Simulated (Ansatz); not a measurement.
# Ruthenium, simple cubic under LDA: structure, energy and stiffness

The plan for ruthenium in the simple cubic structure: relax it, solve it on a dense k-mesh, switch on spin-orbit coupling, then scale the cell to 7 volumes from 88 to 112 % of the relaxed one and try a fit of the equation of state. The k-meshes are 13×13×13 for the relaxation; 21×21×21 for the dense run; 13×13×13 for spin-orbit coupling; 14×14×14 for the volumes.

This is Ru in the simple cubic structure; at room conditions it is hcp.

Computed with Ansatz 0.2.0 (DFT LDA (PW92), plane waves (420 eV) with PAW, scalar-relativistic; the PAW data stem from PBE, with regenerated cores, unless a step says otherwise).

### 1 The structure to begin with

The structure is cubic, space group Pm-3m (No. 221). The conventional cell has a = 2.446 Å, b = 2.446 Å, c = 2.446 Å, α = 90.00°, β = 90.00°, γ = 90.00°. Ru (site symmetry m-3m) is surrounded by 6 Ru at 2.45 Å.

Coordinates:

```cif
data_structure
_symmetry_space_group_name_H-M 'P 1'
_symmetry_Int_Tables_number 1
_cell_length_a 2.4463
_cell_length_b 2.4463
_cell_length_c 2.4463
_cell_angle_alpha 90.000
_cell_angle_beta 90.000
_cell_angle_gamma 90.000
_cell_volume 14.64
loop_
_atom_site_label
_atom_site_type_symbol
_atom_site_fract_x
_atom_site_fract_y
_atom_site_fract_z
_atom_site_occupancy
Ru1 Ru 0.00000 0.00000 0.00000 1
```

### 2 Geometry optimisation

Input file input.yaml:

```yaml
crystal:
  lattice:
    - [2.4462764308, 0.0, 0.0]
    - [0.0, 2.4462764308, 0.0]
    - [0.0, 0.0, 2.4462764308]
  atoms:
    - { symbol: Ru, position: [0.0, 0.0, 0.0] }
hamiltonian:
  xc: lda
  pseudopotentials:
    kind: paw
    azcp:
      Ru: "pseudopotentials/Ru.paw.azcp"
basis:
  ecutwfc: 420
  fft_grid_basis: typed
kpoints:
  mp_grid: { grid: [13, 13, 13], shift: [0, 0, 0] }
magnetization:
  spin_polarized: false
scf:
  occupations: { method: fermi_dirac, width: 0.1 }
relax:
  max_steps: 60
  f_tol: 0.01
  cell: {}
output:
  write_density: true
  write_potential: true
  elf: true
  volumetric_format: npy
```

On the command line:

```sh
$ ansatz run input.yaml --threads 2 --pin off --max-ram 5120MiB --backend cpu --events-out ev --progress --plain --runs-dir out
```

What it wrote:

```text
Warning: <dir> the record states the generating functional pbe (its physics header spells it `PBE`), which answers neither for hamiltonian.xc's functional nor for the lda family's — results may be inconsistent (PPs are generated against a specific XC)
Warning: RAYON_NUM_THREADS=2 ignored (pool sized by the plan → 2); use --threads N
Engine: ansatz 0.2.0, aarch64-unknown-linux-gnu
Pseudopotentials: kind: paw
Pseudopotential: Ru, paw, valence charge 16, recommended cutoff 420 eV (normal), <dir>
Functional definition: SPW92
  exchange = slater_x
  correlation = pw_c
Crystal: 1 atoms, lattice volume = 14.639 Å³
Basis set: ecut = 420 eV, 257 PW (Γ)
Bands: 12, of which v1, the nominal top of the filled ones, is band 8 counted from 1 (7 counted from 0)
Symmetry: 48 space group operations
Space group: Pm-3m (ITA 221), of the structure as read, at distance tolerance 2.4e-5 Å
k-points: 84 of 2197
Non-local potential: Ru, projectors of the file, l = 0: 3, l = 1: 2, l = 2: 2, l = 3: 1
PAW form: soft (Blöchl's): semilocal exchange-correlation on the pseudo side does not see the compensation charge
PAW frozen core: Ru, regenerated for the run's functional, and the local potential with it (the file was generated under x = pbe(κ = 0.804, μ = 0.2195149727645171), c = pbe(β = 0.06672455060314922))
PAW one-centre angular grid: Ru, 590 points (default); XC on 64 Gauss nodes
Initial density: superposition of atomic densities (neutral atoms: chi_scale 0, normalization atom), corrected by the library's trained network
Initial wavefunctions: pseudopotential atomic-orbital guess
Functional: x = slater, c = lda
SCF iter   1: F=—  HF=-5757.087269 eV  |F-HF|=—  |Δ(HF+E_count)|=         —  Δρ=1.32e-2  dr2=1.39e-2  ethr=1.77e-3  ⟨swp⟩=5.1  Hψ=5704  notcnv=0
preconditioner: auto → none  [metal: Δε(μ)=0.013 eV  Ē_g=10.955 eV  σ=0.100 eV  W_gap=0.03  n_scr=6 (ndim 8)  ℏωp=27.5 eV  f_vac=0.000  D(μ)=1.19/eV (n_scr^D=18)  sad-step TF]
SCF iter   2: F=—  HF=-5757.083085 eV  |F-HF|=—  |Δ(HF+E_count)|=   4.18e-3  Δρ=5.76e-3  dr2=2.09e-3  ethr=8.68e-5  ⟨swp⟩=1.1  Hψ=1743  notcnv=0
SCF iter   3: F=—  HF=-5757.082718 eV  |F-HF|=—  |Δ(HF+E_count)|=   3.66e-4  Δρ=8.00e-4  dr2=2.51e-5  ethr=1.31e-5  ⟨swp⟩=2.2  Hψ=1572  notcnv=0
SCF iter   4: F=—  HF=-5757.082763 eV  |F-HF|=—  |Δ(HF+E_count)|=   4.48e-5  Δρ=1.35e-4  dr2=2.37e-6  ethr=1.57e-7  ⟨swp⟩=2.1  Hψ=1643  notcnv=0
iter 5 did not close the SCF: its close was put off for the readings that it lacked (scf_convergence_deferred on its scf_iter line)
SCF iter   5: F=-5757.082763 eV  HF=-5757.082763 eV  |F-HF|=9.67e-9  |Δ(HF+E_count)|=   6.73e-7  Δρ=1.47e-5  dr2=1.48e-8  ethr=1.48e-8  ⟨swp⟩=2.8  Hψ=1642  notcnv=0
SCF iter   6: F=-5757.082763 eV  HF=-5757.082763 eV  |F-HF|=1.77e-10  |Δ(HF+E_count)|=   4.65e-9  Δρ=1.99e-6  dr2=2.69e-10  ethr=9.25e-11  ⟨swp⟩=4.8  Hψ=5300  notcnv=0
SCF 1 converged in 6 iterations: F = -5757.082763 eV  dr2 = 2.69e-10
relax step   1: F+E_penalty+E_count = -5757.08276252 eV  Δ(F+E_penalty+E_count) = +0.000e0 eV  max|allowed force component| = 0.000e0 eV/Å  Δτ_max = 0.0000 Å  P = +6.062 GPa  Ω = 14.639 Å³  (6 SCF iters, dr2 threshold 1.00e-7 eV, accepted)
Crystal: 1 atoms, lattice volume = 15.123 Å³
Basis set: ecut = 420 eV, 305 PW (Γ)
Initial density: handed on by an earlier stage of this run
Initial wavefunctions: those handed on with the density
iter 1 solved again at ethr=6.78e-7 eV; its pass at ethr=3.10e-3 eV (dr2=1.08e-4 eV) is discarded
SCF iter   1: F=—  HF=-5757.087333 eV  |F-HF|=—  |Δ(HF+E_count)|=         —  Δρ=1.44e-3  dr2=1.39e-4  ethr=6.78e-7  ⟨swp⟩=2.6  Hψ=7770  notcnv=0
preconditioner: auto → none  [metal: Δε(μ)=0.035 eV  Ē_g=10.662 eV  σ=0.100 eV  W_gap=0.09  n_scr=6 (ndim 8)  ℏωp=27.0 eV  f_vac=0.000  D(μ)=1.28/eV (n_scr^D=18)]
SCF iter   2: F=—  HF=-5757.087333 eV  |F-HF|=—  |Δ(HF+E_count)|=   2.64e-7  Δρ=7.35e-4  dr2=2.56e-5  ethr=6.78e-7  ⟨swp⟩=2.2  Hψ=1306  notcnv=0
SCF iter   3: F=—  HF=-5757.087340 eV  |F-HF|=—  |Δ(HF+E_count)|=   7.32e-6  Δρ=2.13e-4  dr2=4.80e-6  ethr=1.60e-7  ⟨swp⟩=2.1  Hψ=1579  notcnv=0
SCF iter   4: F=-5757.087340 eV  HF=-5757.087340 eV  |F-HF|=5.64e-9  |Δ(HF+E_count)|=   2.67e-7  Δρ=1.90e-5  dr2=2.54e-8  ethr=6.25e-10  ⟨swp⟩=6.1  Hψ=6164  notcnv=0
SCF 2 converged in 4 iterations: F = -5757.087340 eV  dr2 = 2.54e-8
relax step   2: F+E_penalty+E_count = -5757.08734007 eV  Δ(F+E_penalty+E_count) = -4.578e-3 eV  max|allowed force component| = 0.000e0 eV/Å  Δτ_max = 0.0000 Å  P = -2.716 GPa  Ω = 15.123 Å³  energy of the carried Pulay correction = -7.292e-5 eV  (4 SCF iters, dr2 threshold 1.00e-7 eV, accepted)
Crystal: 1 atoms, lattice volume = 14.970 Å³
iter 1 solved again at ethr=9.89e-8 eV; its pass at ethr=3.10e-3 eV (dr2=1.58e-5 eV) is discarded
SCF iter   1: F=—  HF=-5757.088725 eV  |F-HF|=—  |Δ(HF+E_count)|=         —  Δρ=4.62e-4  dr2=1.59e-5  ethr=9.89e-8  ⟨swp⟩=2.9  Hψ=7532  notcnv=0
preconditioner: auto → none  [metal: Δε(μ)=0.041 eV  Ē_g=10.754 eV  σ=0.100 eV  W_gap=0.10  n_scr=6 (ndim 8)  ℏωp=27.1 eV  f_vac=0.000  D(μ)=1.26/eV (n_scr^D=18)]
SCF iter   2: F=—  HF=-5757.088724 eV  |F-HF|=—  |Δ(HF+E_count)|=   1.38e-6  Δρ=2.35e-4  dr2=2.62e-6  ethr=9.89e-8  ⟨swp⟩=2.3  Hψ=1310  notcnv=0
SCF iter   3: F=—  HF=-5757.088724 eV  |F-HF|=—  |Δ(HF+E_count)|=   2.74e-7  Δρ=7.57e-5  dr2=3.80e-7  ethr=1.64e-8  ⟨swp⟩=2.8  Hψ=1784  notcnv=0
SCF iter   4: F=-5757.088724 eV  HF=-5757.088724 eV  |F-HF|=5.78e-10  |Δ(HF+E_count)|=   6.86e-8  Δρ=5.49e-6  dr2=2.41e-9  ethr=6.25e-10  ⟨swp⟩=7.6  Hψ=5345  notcnv=0
SCF 3 converged in 4 iterations: F = -5757.088724 eV  dr2 = 2.41e-9
relax step   3: F+E_penalty+E_count = -5757.08872440 eV  Δ(F+E_penalty+E_count) = -1.384e-3 eV  max|allowed force component| = 0.000e0 eV/Å  Δτ_max = 0.0000 Å  P = -0.109 GPa  Ω = 14.970 Å³  energy of the carried Pulay correction = -5.010e-5 eV  (4 SCF iters, dr2 threshold 1.00e-7 eV, accepted)
Crystal: 1 atoms, lattice volume = 14.964 Å³
iter 1 solved again at ethr=1.30e-10 eV; its pass at ethr=3.10e-3 eV (dr2=2.09e-8 eV) is discarded
SCF iter   1: F=—  HF=-5757.088727 eV  |F-HF|=—  |Δ(HF+E_count)|=         —  Δρ=1.98e-5  dr2=2.06e-8  ethr=1.30e-10  ⟨swp⟩=3.3  Hψ=7407  notcnv=0
preconditioner: auto → none  [metal: Δε(μ)=0.042 eV  Ē_g=10.759 eV  σ=0.100 eV  W_gap=0.10  n_scr=6 (ndim 8)  ℏωp=27.2 eV  f_vac=0.000  D(μ)=1.26/eV (n_scr^D=18)]
SCF iter   2: F=-5757.088727 eV  HF=-5757.088727 eV  |F-HF|=3.38e-9  |Δ(HF+E_count)|=   8.56e-9  Δρ=1.04e-5  dr2=4.85e-9  ethr=1.29e-10  ⟨swp⟩=6.3  Hψ=4809  notcnv=0
SCF 4 converged in 2 iterations: F = -5757.088727 eV  dr2 = 4.85e-9
relax step   4: F+E_penalty+E_count = -5757.08872748 eV  Δ(F+E_penalty+E_count) = -3.077e-6 eV  max|allowed force component| = 0.000e0 eV/Å  Δτ_max = 0.0000 Å  P = +0.002 GPa  Ω = 14.964 Å³  energy of the carried Pulay correction = -4.915e-5 eV  (2 SCF iters, dr2 threshold 2.99e-8 eV, accepted)
Initial wavefunctions: pseudopotential atomic-orbital guess (no wavefunctions were taken with the density)
iter 1 solved again at ethr=1.13e-8 eV; its pass at ethr=3.10e-3 eV (dr2=1.80e-6 eV) is discarded
SCF iter   1: F=—  HF=-5757.088777 eV  |F-HF|=—  |Δ(HF+E_count)|=         —  Δρ=3.78e-5  dr2=1.46e-8  ethr=1.13e-8  ⟨swp⟩=3.1  Hψ=8665  notcnv=0
SCF iter   2: F=—  HF=-5757.088777 eV  |F-HF|=—  |Δ(HF+E_count)|=   6.06e-8  Δρ=1.85e-5  dr2=3.00e-9  ethr=9.14e-11  ⟨swp⟩=2.2  Hψ=1517  notcnv=0
SCF iter   3: F=—  HF=-5757.088777 eV  |F-HF|=—  |Δ(HF+E_count)|=   1.98e-8  Δρ=3.37e-6  dr2=8.32e-10  ethr=1.87e-11  ⟨swp⟩=2.5  Hψ=1546  notcnv=0
SCF iter   4: F=-5757.088777 eV  HF=-5757.088777 eV  |F-HF|=2.73e-12  |Δ(HF+E_count)|=  8.55e-11  Δρ=1.99e-7  dr2=1.94e-12  ethr=1.00e-12  ⟨swp⟩=4.0  Hψ=4945  notcnv=0
SCF 5 converged in 4 iterations: F = -5757.088777 eV  dr2 = 1.94e-12
relax step   5: F+E_penalty+E_count = -5757.08877746 eV  Δ(F+E_penalty+E_count) = -4.999e-5 eV  max|allowed force component| = 0.000e0 eV/Å  Δτ_max = 0.0000 Å  P = +0.006 GPa  Ω = 14.964 Å³  stress off target by 5.97e-3 GPa  SCF on the basis re-selected at this cell (its energy is not comparable with the rows above)  (4 SCF iters)
basis re-selected at this cell: Δ(F+E_penalty+E_count) = -4.999e-5 eV, ΔP = +0.004 GPa vs the last step (what re-selecting the basis moved, of the pressure what is left beyond the Pulay correction that the steps carried, after the strain that the cell walked since its last selection, with what the two solves' SCF thresholds leave and, on support functions, any second-order correction that the steps lacked; it is no measure of the basis error at this ecutwfc). This SCF's stress stands 5.97e-3 GPa from its target on what of the cell is left free (relax.cell.stress_tol is 5.00e-2 GPa) and its largest allowed force component is 0.00e0 eV/Å (relax.f_tol is 1.00e-2 eV/Å): within both
SCF converged after 4 iterations
Free energy (F): -5757.088777 eV
Harris-Foulkes:  -5757.088777 eV  (|F-HF|=2.73e-12)
Internal energy: -5757.045820 eV  (E = F + TS)
E sigma→0 (E₀):  -5757.067299 eV
Entropy (-TS):   -0.042957 eV (-42.957 meV/atom)
Fermi energy:    20.801556 eV
--- Per-component energies (eV) ---
  E_band       = -94.757631
  E_kinetic    = 516.970138
  E_local      = -1445.777117  (includes V_loc(G=0)·N_el)
  E_nonlocal   = 351.111669
  E_hartree    = 473.966264
  E_xc         = -189.134771
  E_vxc        = -238.382987  (∫ρ·V_xc dr)
  E_paw        = -3342.543952  (= ΣΔE_a)
  E_vpaw       = -226.611609  (= ΣTr[D̂ρ^β])
  E_aug_tail   = -0.000211  (compensation charges beyond the density's cutoff)
  E_ewald      = -2122.209525
  E_core_change = 0.571685  (= ΣΔE_core)
  E_smearing   = -0.042957  (= −TS)
  E_closure    = -0.000000  (closes the sum)
  Σ components = -5757.088777   (vs F -5757.088777, Δ=0.00e0)
--- Forces (eV/Å), atoms counted from 1 ---
  atom   1  Ru    -0.00000000     0.00000000     0.00000000
  max |Σ_I F_I| component: 7.40e-32 eV/Å
--- Stress (GPa, compression-positive) ---
        0.005974      -0.000000      -0.000000
        0.000000       0.005974      -0.000000
       -0.000000      -0.000000       0.005974
  P = ⅓ Tr σ = 0.0060 GPa (0.060 kbar)
--- Band table (eV; the first three rows and the last of 84) ---
  k-point 0: bands = ["-52.1530", "-21.5178", "-21.5178", "-21.5178", "13.2891", "15.0407", "15.0407", "22.5924", "22.5924", "22.5924", "37.6690", "37.6690"]
  k-point 1: bands = ["-52.1436", "-21.5939", "-21.5113", "-21.5113", "13.4771", "15.0834", "15.2437", "22.3835", "22.3835", "22.6083", "36.6245", "38.0200"]
  k-point 2: bands = ["-52.1177", "-21.8019", "-21.4935", "-21.4935", "13.9544", "15.2040", "15.8873", "21.8434", "21.8434", "22.6526", "34.5378", "38.9723"]
  k-point 83: bands = ["-51.6786", "-22.4372", "-22.4352", "-22.4352", "15.6857", "15.7656", "15.7656", "24.5780", "24.5780", "30.0495", "33.1990", "34.1886"]
--- Relaxed structure (4 steps of the walk, 4 accepted, 1 SCFs on fresh bases) ---
  F+E_penalty+E_count = -5757.08877746 eV   max|allowed force component| = 0.000e0 eV/Å   (the final SCF, on the basis selected at the relaxed cell)
  cell:  # Å, volume = 14.9636 Å³
    - [2.4642137828158166, -7.061743129419864e-34, 1.2839532962581572e-34]
    - [-7.061743129419864e-34, 2.4642137828158166, 0.0]
    - [1.2839532962581572e-34, 0.0, 2.4642137828158166]
  atoms:
    - { symbol: Ru, position: [0.0, 0.0, 0.0] }
```

Run time: 2.3 s. Hardware: 2 threads of Arm Neoverse V2, shared host; peak memory 0.28 GiB.

The walk, from the log:

```csv
step,energy change (meV/atom),largest force (eV/Å),pressure (GPa),volume (Å³/atom)
1,0.00,0.0000,6.06,14.639
2,-4.58,0.0000,-2.72,15.123
3,-5.96,0.0000,-0.11,14.970
4,-5.96,0.0000,0.00,14.964
5,-6.01,0.0000,0.01,14.964
```

Steps that repeat a cell are solved on a basis chosen anew, so their changes of energy are no gain of the relaxation.

The cell of the run, before and after:

|  | before | after | change |
| --- | --- | --- | --- |
| a (Å) | 2.446 | 2.464 | +0.7 % |
| b (Å) | 2.446 | 2.464 | +0.7 % |
| c (Å) | 2.446 | 2.464 | +0.7 % |
| volume (Å³/atom) | 14.639 | 14.964 | +2.2 % |
| shortest distance (Å) | 2.446 | 2.464 | +0.7 % |
| space group (spins left aside) | Pm-3m | Pm-3m | same |

### 3 Dense single point

Input file input.yaml:

```yaml
crystal:
  lattice:
    - [2.4642137828, 0.0, 0.0]
    - [0.0, 2.4642137828, 0.0]
    - [0.0, 0.0, 2.4642137828]
  atoms:
    - { symbol: Ru, position: [0.0, 0.0, 0.0] }
hamiltonian:
  xc: lda
  pseudopotentials:
    kind: paw
    azcp:
      Ru: "pseudopotentials/Ru.paw.azcp"
basis:
  ecutwfc: 420
  fft_grid_basis: typed
kpoints:
  mp_grid: { grid: [21, 21, 21], shift: [0, 0, 0] }
magnetization:
  spin_polarized: false
scf:
  occupations: { method: fermi_dirac, width: 0.1 }
```

On the command line:

```sh
$ ansatz run input.yaml --threads 2 --pin off --max-ram 5120MiB --backend cpu --events-out ev --progress --plain --runs-dir out
```

What it wrote (excerpt; [...] marks lines left out):

```text
Warning: <dir> the record states the generating functional pbe (its physics header spells it `PBE`), which answers neither for hamiltonian.xc's functional nor for the lda family's — results may be inconsistent (PPs are generated against a specific XC)
Warning: RAYON_NUM_THREADS=2 ignored (pool sized by the plan → 2); use --threads N
[...]
[... 3 set-up lines as earlier in the session ...]
[...]
Crystal: 1 atoms, lattice volume = 14.964 Å³
Basis set: ecut = 420 eV, 257 PW (Γ)
Bands: 12, of which v1, the nominal top of the filled ones, is band 8 counted from 1 (7 counted from 0)
[... 1 set-up line as earlier in the session ...]
Space group: Pm-3m (ITA 221), of the structure as read, at distance tolerance 2.5e-5 Å
k-points: 286 of 9261
[...]
SCF iter   1: F=—  HF=-5757.094128 eV  |F-HF|=—  |Δ(HF+E_count)|=         —  Δρ=1.19e-2  dr2=1.12e-2  ethr=1.77e-3  ⟨swp⟩=5.0  Hψ=19387  notcnv=0
[...]
SCF iter   6: F=-5757.090520 eV  HF=-5757.090520 eV  |F-HF|=4.09e-11  |Δ(HF+E_count)|=   2.32e-9  Δρ=9.82e-7  dr2=8.07e-11  ethr=6.05e-11  ⟨swp⟩=1.0  Hψ=9750  notcnv=0
[...]
SCF converged after 6 iterations
Free energy (F): -5757.090520 eV
[...]
E sigma→0 (E₀):  -5757.067451 eV
Entropy (-TS):   -0.046138 eV (-46.138 meV/atom)
Fermi energy:    20.809511 eV
[...]
```

It took 1.3 s on 2 threads of Arm Neoverse V2, shared host; peak memory 0.3 GiB.

### 4 Spin-orbit coupling switched on

Edit input.yaml of step 3 so:

```diff
@@ -10,3 +10,3 @@
   pseudopotentials:
-    kind: paw
+    kind: paw_fr
     azcp:
@@ -17,5 +17,6 @@
 kpoints:
-  mp_grid: { grid: [21, 21, 21], shift: [0, 0, 0] }
+  mp_grid: { grid: [13, 13, 13], shift: [0, 0, 0] }
 magnetization:
-  spin_polarized: false
+  noncollinear: true
+  spin_orbit: true
 scf:
```

On the command line:

```sh
$ ansatz run input.yaml --threads 2 --pin off --max-ram 5120MiB --backend cpu --events-out ev --progress --plain --runs-dir out
```

What it wrote (excerpt; [...] marks lines left out):

```text
Warning: <dir> the record states the generating functional pbe (its physics header spells it `PBE`), which answers neither for hamiltonian.xc's functional nor for the lda family's — results may be inconsistent (PPs are generated against a specific XC)
Warning: RAYON_NUM_THREADS=2 ignored (pool sized by the plan → 2); use --threads N
[...]
Pseudopotentials: kind: paw_fr
Pseudopotential: Ru, paw_fr, valence charge 16, recommended cutoff 420 eV (normal), <dir>
[... 1 set-up line as earlier in the session ...]
[...]
non-collinear run that drives no moment, with spin-orbit: no starting moment large enough to seed its density (crystal.atoms[].spin), no starting occupations that ask for one, no magnetisation constraint and no magnetic field, so the semilocal B_xc is pinned to zero
Crystal: 1 atoms, lattice volume = 14.964 Å³
Basis set: ecut = 420 eV, 257 PW (Γ)
Bands: 24, of which v1, the nominal top of the filled ones, is band 16 counted from 1 (15 counted from 0)
Symmetry: 48 space group operations + 48 with time reversal
Magnetic group: BNS 221.93 (UNI 1595), of the structure as read, at distance tolerance 2.5e-5 Å
k-points: 84 of 2197
Projection manifold: j_resolved (fully-relativistic pseudo-atomic orbitals)
[...]
SCF iter   1: F=—  HF=-5759.044841 eV  |F-HF|=—  |Δ(HF+E_count)|=         —  Δρ=9.52e-2  dr2=1.31e0  dr2_m=0.00e0 (ungated)  ethr=3.10e-3  |M|=0.00e0 ∫|m|=0.00e0 μB  |m|>n=0.0e0 m-floor=0.0e0 τ_xc=0.0e0  β_m=0.30  ⟨swp⟩=6.9  Hψ=5170  notcnv=0  defer=12
[...]
SCF iter   7: F=-5758.612450 eV  HF=-5758.612450 eV  |F-HF|=8.12e-10  |Δ(HF+E_count)|=   3.29e-8  Δρ=7.19e-6  dr2=5.84e-9  dr2_m=0.00e0 (ungated)  ethr=6.25e-10  |M|=0.00e0 ∫|m|=0.00e0 μB  |m|>n=0.0e0 m-floor=0.0e0 τ_xc=0.0e0  ⟨swp⟩=2.0  Hψ=2014  notcnv=0
[...]
SCF converged after 7 iterations
Magnetization: |M| = 0.0000 μB,  M = (+0.0000, +0.0000, +0.0000) μB
Absolute magnetization: 0.0000 μB (∫|m|)
  site 0: m = (+0.0000, +0.0000, +0.0000) μB, |m| = 0.0000 μB  (R = 1.02 Å)
Free energy (F): -5758.612450 eV
[...]
E sigma→0 (E₀):  -5758.591104 eV
Entropy (-TS):   -0.042690 eV (-42.690 meV/atom)
Fermi energy:    20.808919 eV
[...]
```

Run time: 1.8 s. Hardware: 2 threads of Arm Neoverse V2, shared host; peak memory 0.32 GiB.

With and without spin-orbit coupling:

```csv
,scalar-relativistic,with spin-orbit coupling
k-mesh,21×21×21,13×13×13
gap on the mesh,none (levels filled in part),none (levels filled in part)
```

The meshes differ, so small differences between the columns need not come from spin-orbit coupling.

(Part 1 of 2 ends here.)
